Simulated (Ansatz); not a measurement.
## AlN (F-43m), a vibration from a frozen displacement

These are results of DFT PBE, scalar-relativistic, plane waves, PAW in Ansatz 0.2.0, not measurements. Settings: plane waves to 420 eV, k-mesh 6×6×6 (Γ-centred), Gaussian smearing 0.05 eV. No spin polarisation. Energies are free energies at this smearing, counted from the undisturbed cell; pressure is positive in compression.

The undisturbed cell (relaxed at this level; this zinc-blende form isn't the usual structure):

```
Al N
1.0
     4.40317    0.00000    0.00000
     0.00000   -4.40317    0.00000
     0.00000    0.00000   -4.40317
Al N
4 4
Cartesian
  0.0000 0.0000 0.0000
  2.2016 -2.2016 0.0000
  2.2016 0.0000 -2.2016
  0.0000 -2.2016 -2.2016
  3.3024 -3.3024 -3.3024
  1.1008 -1.1008 -3.3024
  1.1008 -3.3024 -1.1008
  3.3024 -1.1008 -1.1008
```

Atom 5 (N) is moved by x along the Cartesian unit vector (-0.707, 0.707, 0.000); the cell and all other atoms stay fixed. The cell's volume is 85.37 Å³; the moved atoms weigh 14.007 u together and the others 149.947 u. Some rows repeat others by symmetry and weren't run.

```csv
x (Å),ΔE (meV/cell),total force on the moved atoms along the move (eV/Å),pressure (GPa)
-0.6000,4153.32,16.2149,13.6738
-0.5000,2727.93,12.3799,9.1312
-0.4000,1659.25,9.0839,5.6360
-0.3000,893.91,6.3026,3.0728
-0.2000,384.44,3.9482,1.3323
-0.1000,94.15,1.8960,0.3268
0.0000,0.00,0.0000,-0.0016
0.1000,94.15,-1.8960,0.3268
0.2000,384.44,-3.9482,1.3323
0.3000,893.91,-6.3026,3.0728
0.4000,1659.25,-9.0839,5.6360
0.5000,2727.93,-12.3799,9.1312
0.6000,4153.32,-16.2149,13.6738
```

Q: What frequency belongs to this motion?

A: The force constant is k = −dF/dx = 18.960 eV/Å², from the parabola through x = -0.1000, 0 and 0.1000. In every cell the moved atoms swing against the rest, so the mass is μ = m₁m₂/(m₁ + m₂) = 12.810 u, and ν̃ = 521.5 cm⁻¹ × √(|k|/μ) = 634 cm⁻¹. The pattern needn't be a normal mode: ν̃² is then a weighted mean of the squared nonzero frequencies at the zone centre of this cell, taken without macroscopic field, so it lies between the lowest and the highest of them.

Q: How far does the harmonic law reach?

A: At x = -0.600 Å, kx²/2 = 3412.87 meV against the computed 4153.32 meV (+21.7 %): the well stiffens in this direction at large amplitude.

Q: The pressure changes with x². What does that say about the frequency under compression?

A: With E = k(V)x²/2, k ∝ V^(−2γ) and x scaling with the cell as V^(1/3), P − P0 = −∂E/∂V = (2γ − 2/3) ΔE/V. At x = 0.2000 Å, V(P − P0) = 85.37 × 1.33390 / 160.2 eV = 710.74 meV and ΔE = 384.44 meV, so γ = 1/3 + V(P − P0)/(2ΔE) = 1.26. This is the Grüneisen parameter of the motion under uniform scaling of the cell: shrinking the cell evenly by 1 % in volume raises the frequency by about 1.26 %.

The nitrogen atom sits in a single, steep well, and the restoring force per unit displacement grows at every step outward. The stiffness comes from short, strongly polar Al-N bonds, and the high frequency also owes much to nitrogen's small mass. The move drives nitrogen towards one aluminium neighbour and away from another, so the hardening probably reflects short-range repulsion in the compressed bond outgrowing the softening of the stretched one. The exact evenness of the curve is a property of this direction: tetrahedral site symmetry allows a cubic term, which vanishes here but would appear along a bond. Moving one nitrogen of four mixes zone-centre and zone-boundary vibrations of the primitive crystal, so 634 cm⁻¹ shouldn't be assigned to the Raman line. The positive Grüneisen parameter fits bond-stretching forces that stiffen as the bonds shorten. It doesn't settle the sign of thermal expansion at low temperature, where transverse acoustic modes, which often soften under pressure in tetrahedral crystals, carry much of the weight.
